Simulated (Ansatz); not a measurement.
The system is CdS (Hawleyite).

```
Cd S
1.0
     0.00000    2.91650    2.91650
     2.91650    0.00000    2.91650
     2.91650    2.91650    0.00000
Cd S
1 1
Direct
  0.00000 0.00000 0.00000
  0.75000 0.75000 0.75000
```

| Item | Value |
| --- | --- |
| Program | Ansatz 0.2.0 |
| Task | relaxation of cell and atoms |
| Functional | LDA |
| Potentials or basis | Ansatz PAW |
| Cutoff | 420 eV (not typed: the program's choice for these potentials) |
| k mesh | 8 × 8 × 8 |
| Occupations | fermi-dirac, width 0.05 eV |
| Spin | no spin polarisation |

At the start: volume 24.81 Å³/atom.

Task: Where does the relaxation end?

Result: It ends after 3 steps and the volume is 23.84 Å³/atom (-3.9 %); space group F-43m (No. 216, to 0.05 Å).

The path:
```tsv
step	energy change (eV)	largest force (eV/Å)	volume (Å³)
1	0.0000	0.0000	49.62
2	-0.0155	0.0000	47.69
3	-0.0153	0.0000	47.69
```

Final structure:
```cif
data_structure
_symmetry_space_group_name_H-M 'P 1'
_symmetry_Int_Tables_number 1
_cell_length_a 4.0705
_cell_length_b 4.0705
_cell_length_c 4.0705
_cell_angle_alpha 60.000
_cell_angle_beta 60.000
_cell_angle_gamma 60.000
_cell_volume 47.69
loop_
_atom_site_label
_atom_site_type_symbol
_atom_site_fract_x
_atom_site_fract_y
_atom_site_fract_z
_atom_site_occupancy
Cd1 Cd 0.00000 0.00000 0.00000 1
S1 S 0.75000 0.75000 0.75000 1
```

Caveat: the plane-wave basis is chosen anew once the cell has moved, so the energies of steps on either side of that aren't comparable; the PAW data sets come from PBE, with cores solved anew for the run's functional, which leaves a small shift of forces and pressure.
